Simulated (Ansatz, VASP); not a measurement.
# Ga2SbAs in two plane-wave programs

Wanted: the spread between two codes on one cell, functional and k mesh. The cell is taken from a series of runs on this material, whose earlier steps may have relaxed, scaled, displaced or heated it; both programs get it as it stands.

Program: Ansatz 0.2.0. Level of theory: plane waves, with VASP 6.6.1 beside it; HSE06. Results are calculated unless marked as measured.

### 1. The structure

The cell holds 12 atoms: 6 Ga, 3 As and 3 Sb. Cell: a = 4.172 Å, b = 4.172 Å, c = 17.591 Å, α = 90.0°, β = 90.0°, γ = 90.0°. It derives from GaAs. The structure's axis is c.

### 2. VASP: single point, HSE06

A single point takes one fixed geometry, so differences don't come from the geometry; what else differs is listed under the comparison.

Lines of VASP's logs that name or quote its potential files are left out, and so is its time.

The run reads the wave functions of an earlier VASP run, which isn't shown here.

INCAR

```
SYSTEM = Ga2SbAs
PREC = Accurate
ENCUT = 400
EDIFF = 1E-06
NELM = 100
ISMEAR = -1
SIGMA = 0.03
LREAL = .FALSE.
ALGO = Normal
LHFCALC = .TRUE.
AEXX = 0.25
GGA = PE
HFSCREEN = 0.208
LASPH = .TRUE.
NBANDS = 66
PRECFOCK = Fast
LORBIT = 11
LWAVE = .FALSE.
LCHARG = .FALSE.
KPAR = 4
NCORE = 4
ISIF = 2
```

POSCAR

```
Ga2SbAs
1.0
    4.1722857486      0.0000000000      0.0000000000
    0.0000000000      4.1722857486      0.0000000000
    0.0000000000      0.0000000000     17.5909108250
Ga As Sb
6 3 3
Direct
    0.0000000000      0.0000000000      0.0433254700
    0.5000000000      0.5000000000      0.1980980825
    0.0000000000      0.0000000000      0.3524179275
    0.5000000000      0.5000000000      0.5071905400
    0.0000000000      0.0000000000      0.6858709068
    0.5000000000      0.5000000000      0.8646451032
    0.5000000000      0.0000000000      0.1207067010
    0.0000000000      0.5000000000      0.2752580050
    0.5000000000      0.0000000000      0.4298093090
    0.0000000000      0.5000000000      0.5967581986
    0.5000000000      0.0000000000      0.7752580050
    0.0000000000      0.5000000000      0.9537578114
```

KPOINTS

```
Automatic mesh
0
Gamma
4 4 2
0 0 0
```

PAW data sets: Ga_d, As and Sb (PBE family, release 64).

Launch:

```console
> mpirun -np 16 vasp_std
```

Numbers of over 12 decimals in the logs are rounded to 6 here.

Output:

```text
[banner, memory and clock lines left out]
running   16 mpi-ranks, on    1 nodes
 distrk:  each k-point on    4 cores,    4 groups
 distr:  one band on    4 cores,    1 groups

 POSCAR found type information on POSCAR GaAsSb
 POSCAR found :  3 types and      12 ions
 LDA part: xc-table for (Slater+PW92), standard interpolation
 found WAVECAR, reading the header
 POSCAR, INCAR and KPOINTS ok, starting setup
 FFT: planning ... GRIDC
 FFT: planning ... GRID_SOFT
 FFT: planning ... GRID
 reading WAVECAR
 the WAVECAR file was read successfully
 initial charge from wavefunction
 entering main loop
       N       E                     dE             d eps       ncg     rms          rms(c)
DAV:   1    -0.557568381405E+02   -0.55757E+02   -0.95477E+00  2364   0.217E+01    0.325E+01
DAV:   2    -0.558051569814E+02   -0.48319E-01   -0.71148E-01  2012   0.540E+00    0.212E+01
DAV:   3    -0.557961664227E+02    0.89906E-02   -0.73376E-02  2208   0.176E+00    0.133E+01
DAV:   4    -0.557921562960E+02    0.40101E-02   -0.77509E-03  1984   0.524E-01    0.810E+00
DAV:   5    -0.557907412069E+02    0.14151E-02   -0.13186E-03  2024   0.165E-01    0.487E+00
DAV:   6    -0.557903391813E+02    0.40203E-03   -0.37569E-04  1838   0.890E-02    0.291E+00
DAV:   7    -0.557902125966E+02    0.12658E-03   -0.82059E-05  2056   0.451E-02    0.174E+00
DAV:   8    -0.557901735232E+02    0.39073E-04   -0.26985E-05  1902   0.241E-02    0.103E+00
DAV:   9    -0.557901648803E+02    0.86430E-05   -0.84230E-06  1690   0.126E-02    0.610E-01
DAV:  10    -0.557901645182E+02    0.36205E-06   -0.32897E-06  1502   0.793E-03
   1 F= -.55790165E+02 E0= -.55790164E+02  d E =-.707683E-07
```

OUTCAR, selected parts (step 2):

```text
ion  position               nearest neighbor table
   1  0.000  0.000  0.043-   7 2.49   7 2.49  12 2.61  12 2.61
   2  0.500  0.500  0.198-   8 2.49   8 2.49   7 2.49   7 2.49
   3  0.000  0.000  0.352-   8 2.49   8 2.49   9 2.49   9 2.49
   4  0.500  0.500  0.507-   9 2.49   9 2.49  10 2.61  10 2.61
   5  0.000  0.000  0.686-  10 2.61  10 2.61  11 2.61  11 2.61
   6  0.500  0.500  0.865-  12 2.61  12 2.61  11 2.61  11 2.61
   7  0.500  0.000  0.121-   1 2.49   1 2.49   2 2.49   2 2.49
   8  0.000  0.500  0.275-   2 2.49   2 2.49   3 2.49   3 2.49
   9  0.500  0.000  0.430-   4 2.49   4 2.49   3 2.49   3 2.49
  10  0.000  0.500  0.597-   5 2.61   5 2.61   4 2.61   4 2.61
  11  0.500  0.000  0.775-   5 2.61   6 2.61   6 2.61   5 2.61
  12  0.000  0.500  0.954-   6 2.61   6 2.61   1 2.61   1 2.61

  LATTYP: Found a simple tetragonal cell.
 ALAT       =     4.1722857486
 C/A-ratio  =     4.2161328070

 Subroutine GETGRP returns: Found  8 space group operations
 (whereof  4 operations were pure point group operations)

The static configuration has the point symmetry C_2v.
 The point group associated with its full space group is D_2d.

 Found     12 irreducible k-points:

   k-points           NKPTS =     12   k-points in BZ     NKDIM =     32   number of bands    NBANDS=     66

   dimension x,y,z NGX =    28 NGY =   28 NGZ =  120
   dimension x,y,z NGXF=    56 NGYF=   56 NGZF=  240

   ENCUT  =  400.0 eV  29.40 Ry    5.42 a.u.   6.80  6.80 28.69*2*pi/ulx,y,z

   NELECT =     108.0000    total number of electrons

 k-points in reciprocal lattice and weights: Automatic mesh
   0.00000000  0.00000000  0.00000000       0.031
   0.25000000  0.00000000  0.00000000       0.125
   0.50000000  0.00000000  0.00000000       0.062
   0.25000000  0.25000000  0.00000000       0.125
   0.50000000  0.25000000  0.00000000       0.125
   0.50000000  0.50000000  0.00000000       0.031
   0.00000000  0.00000000  0.50000000       0.031
   0.25000000  0.00000000  0.50000000       0.125
   0.50000000  0.00000000  0.50000000       0.062
   0.25000000  0.25000000  0.50000000       0.125
   0.50000000  0.25000000  0.50000000       0.125
   0.50000000  0.50000000  0.50000000       0.031

  exchange ACFDT corr.  =         0.00000000  see jH, gK, PRB 81, 115126

 average (electrostatic) potential at core
       1 -59.0402       2 -59.1418       3 -59.1419       4 -59.0402       5 -58.9368
       6 -58.9368       7 -46.3511       8 -46.3194       9 -46.3511      10 -83.8750
      11 -83.9032      12 -83.8750

 E-fermi :   4.6410

 k-point     1 :       0.0000    0.0000    0.0000
  band No.  band energies     occupation
    ...
     50       3.1178      2.00000
     51       3.1178      2.00000
     52       4.0760      2.00000
     53       4.2122      2.00000
     54       4.2123      2.00000
     55       5.0489      0.00000
     56       5.6156      0.00000
     57       5.7108      0.00000
     58       6.1424      0.00000
     59       6.1424      0.00000
    ...

 k-point     2 :       0.2500    0.0000    0.0000
  band No.  band energies     occupation
    ...
     50       2.8664      2.00000
     51       3.2034      2.00000
     52       3.2124      2.00000
     53       3.2484      2.00000
     54       3.9852      2.00000
     55       5.8430      0.00000
     56       5.9224      0.00000
     57       6.1565      0.00000
     58       6.8221      0.00000
     59       6.8760      0.00000
    ...

 k-point     3 :       0.5000    0.0000    0.0000
  band No.  band energies     occupation
    ...
     50       2.2642      2.00000
     51       2.2665      2.00000
     52       3.2781      2.00000
     53       3.2996      2.00000
     54       3.3056      2.00000
     55       5.7009      0.00000
     56       5.9606      0.00000
     57       5.9747      0.00000
     58       6.3326      0.00000
     59       7.0501      0.00000
    ...

  Total        1.1174603      1.1174603     -0.3203139      0.0000000      0.0000000      0.0000000
  in kB        5.8466386      5.8466386     -1.6759073      0.0000000      0.0000000      0.0000000
  external PRESSURE =       3.3391233 kB  Pullay stress =       0.0000000 kB

  energy-cutoff  :      400.00
  volume of cell :      306.22
      direct lattice vectors                 reciprocal lattice vectors
     4.172285749  0.000000000  0.000000000     0.239676777  0.000000000  0.000000000
     0.000000000  4.172285749  0.000000000     0.000000000  0.239676777  0.000000000
     0.000000000  0.000000000 17.590910825     0.000000000  0.000000000  0.056847540

 POSITION                                       TOTAL-FORCE (eV/Angst)
 -----------------------------------------------------------------------------------
      0.00000      0.00000      0.76213         0.000000      0.000000     -0.089619
      2.08614      2.08614      3.48473         0.000000      0.000000     -0.004998
      0.00000      0.00000      6.19935         0.000000      0.000000      0.004998
      2.08614      2.08614      8.92194         0.000000      0.000000      0.089619
      0.00000      0.00000     12.06509         0.000000      0.000000      0.011956
      2.08614      2.08614     15.20989         0.000000      0.000000     -0.011956
      2.08614      0.00000      2.12334         0.000000      0.000000      0.010880
      0.00000      2.08614      4.84204         0.000000      0.000000     -0.000000
      2.08614      0.00000      7.56074         0.000000      0.000000     -0.010880
      0.00000      2.08614     10.49752         0.000000      0.000000     -0.012960
      2.08614      0.00000     13.63749         0.000000      0.000000     -0.000000
      0.00000      2.08614     16.77747         0.000000      0.000000      0.012960
 -----------------------------------------------------------------------------------
    total drift:                                0.000018      0.000010     -0.000435

  FREE ENERGIE OF THE ION-ELECTRON SYSTEM (eV)
  ---------------------------------------------------
  free  energy   TOTEN  =       -55.7901645182 eV

  energy  without entropy=      -55.7901644474  energy(sigma->0) =      -55.79016448

 total charge
# of ion       s       p       d       tot
------------------------------------------
    1        0.848   0.778   9.992  11.617
    2        0.839   0.749  10.002  11.590
    3        0.839   0.749  10.002  11.590
    4        0.848   0.778   9.992  11.617
    5        0.857   0.809   9.983  11.650
    6        0.857   0.809   9.983  11.650
    7        1.222   1.605   0.029   2.856
    8        1.222   1.612   0.028   2.863
    9        1.222   1.605   0.029   2.856
   10        1.131   1.603   0.031   2.765
   11        1.131   1.596   0.032   2.759
   12        1.131   1.603   0.031   2.765
--------------------------------------------------
tot         12.147  14.297  60.135  86.579

[... 3 further parts left out ...]
```

The run ends at a pressure of 0.33 GPa, with forces up to 0.090 eV/Å.

(Part 1 of 2 ends here.)

[Lines on the potential files, build, host, timing and source positions are cut from VASP's logs without a mark.]

[Logs are printed without paths, hosts, clocks, repeated set-up lines and the standing remarks that a program may print on its own settings, such as how far it seeks lower states.]

[Hosts, paths, dates, database ids (printed as entryN), source tags and the programs' standing remarks are cut or masked in the printed files.]
